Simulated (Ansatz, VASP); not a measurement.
## Two plane-wave programs on TaN

```
CELL_PARAMETERS angstrom
2.93994 0.00000 0.00000
-1.46997 2.54606 0.00000
0.00000 0.00000 2.89018
ATOMIC_POSITIONS crystal
Ta 0.00000 0.00000 0.50000
N 0.66667 0.33333 0.00000
```

Alike in both runs: task electric field gradients; functional PBEsol; k mesh 13 × 13 × 11; occupations fermi-dirac, width 0.05 eV; no spin polarisation.

```csv
,VASP,Ansatz
version,VASP 6.6.1,Ansatz 0.2.0
potentials or method,"VASP PAW PBE potentials, release 64 (Ta_pv, N)","PAW with Ansatz's default frozen-core files, scalar-relativistic"
plane-wave cutoff (eV),520,420
valence electrons in the cell,16,18
```

|  | VASP | Ansatz | Ansatz less VASP |
| --- | --- | --- | --- |
| pressure (GPa) | -5.4 | -6.2 | -0.78 |
| largest component of the traceless stress (GPa) | 0.88 | 1.01 | +0.124 |
| Vzz of the field gradient on the site that differs most (V/Å²) | 20.8 | 53.2 | +32.43 |

The functional is the same, so the differences come from potentials, cutoffs and numerics. The two sets of potentials don't hold the same shells in valence. Ansatz warned: «gradients_without_spin_orbit».

Caveats: the PAW data sets were made with another functional, which shifts forces and pressure a little (VASP). Spin-orbit coupling is left out, which matters for the levels of Ta.
